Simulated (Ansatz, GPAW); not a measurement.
# The band gap of WS2, sorted by core time

```
CELL_PARAMETERS angstrom
3.18312 0.00000 0.00000
-1.59156 2.75666 0.00000
0.00000 0.00000 35.18056
ATOMIC_POSITIONS crystal
W 0.33333 0.66667 0.59232
W 0.33333 0.66667 0.22340
W 0.66667 0.33333 0.77660
W 0.66667 0.33333 0.40768
S 0.33333 0.66667 0.82115
S 0.33333 0.66667 0.45202
S 0.66667 0.33333 0.63662
S 0.66667 0.33333 0.26774
S 0.33333 0.66667 0.73226
S 0.33333 0.66667 0.36338
S 0.66667 0.33333 0.54798
S 0.66667 0.33333 0.17885
```

Measurements of this composition are mostly on another form, of space group No. 194.

The cell holds a layer with vacuum beside it, so values per volume hang on the cell's height.

| rung | level | program and potentials | cutoff (eV) | k mesh | core time | chip | band gap (eV) | notes |
| --- | --- | --- | --- | --- | --- | --- | --- | --- |
| LDA | LDA | Ansatz, Ansatz PAW | 420 | 12 × 12 × 2 | 8.9 s | AMD EPYC 7R13 Zen 3 | 1.27 | potentials made for PBE, which Ansatz adapts in part |
| meta-GGA | r2SCAN | Ansatz, Ansatz PAW | 500 | 12 × 12 × 2 | 13 s | AMD EPYC 7R13 Zen 3 | 1.41 | potentials made for PBE, which Ansatz adapts in part |
| hybrid | PBE0 | Ansatz, Ansatz PAW | 420 | 6 × 6 × 1 | 1.9 min | AMD EPYC 7R13 Zen 3 | 2.45 | potentials made for PBE, which Ansatz adapts in part |
| hybrid | HSE06 | Ansatz, Ansatz PAW | 420 | 6 × 6 × 1 | 1.9 min | AMD EPYC 7R13 Zen 3 | 1.80 | potentials made for PBE, which Ansatz adapts in part |
| LDA | LDA | GPAW, the program's PAW data sets (release 1.2.1) made for this functional | 600 | 6 × 6 × 1 | 22 min | Intel Xeon | 1.27 | - |
| GGA | PBEsol | GPAW, PAW data sets generated for this functional | 600 | 6 × 6 × 1 | 23 min | Intel Xeon | 1.30 | - |

Times are single runs on shared hosts and different chips, so they are rough; meshes, cutoffs and the tasks' sizes weigh on the time. Task: band structure. All rows: no spin polarisation. Gaps are the least found on the k mesh or the band path, and a mesh can miss the band edges. Meshes differ between rows, which moves values too. All levels ran on this one cell, unrelaxed unless noted. Meshes are those of the run's cell of 12 atoms unless a note names another. Runs on faulty files, with rough fits or with known faults for this quantity aren't shown. PBE isn't shown for this crystal. No row holds spin-orbit coupling.

By rung: LDA 1.27; GGA 1.30; meta-GGA 1.41; hybrid 1.80 to 2.45 (eV).
